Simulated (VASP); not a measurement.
Crystal: Te.

```
Te
1.0
     3.15816    0.00000    0.00000
     0.00000    4.47135    0.00000
     0.00000    0.00000    8.85590
Te
4
Direct
  0.50000 0.49933 0.76003
  0.50000 0.50067 0.26003
  0.50000 0.99971 0.00997
  0.50000 0.00029 0.50997
```

This isn't the form of Te at room conditions, which is trigonal, of chains.

Program: VASP 6.6.1. Alike in all runs: task single point; potentials or basis VASP PAW PBE potentials, release 64 (Te); no spin polarisation; cell as given; k mesh 14 × 10 × 6. Hardware: 1 thread of Intel(R) Xeon(R) 6975P-C (Granite Rapids), on a shared host.

Q: Order these runs on this cell by their wall time, lowest first.
A. level r2SCAN; cutoff (eV) 520; smearing gaussian 0.1 eV
B. level PBEsol; cutoff (eV) 900; smearing gaussian 0.1 eV
C. level PBEsol; cutoff (eV) 520; smearing gaussian 0.5 eV

A: C (100 s), B (250 s), A (670 s).
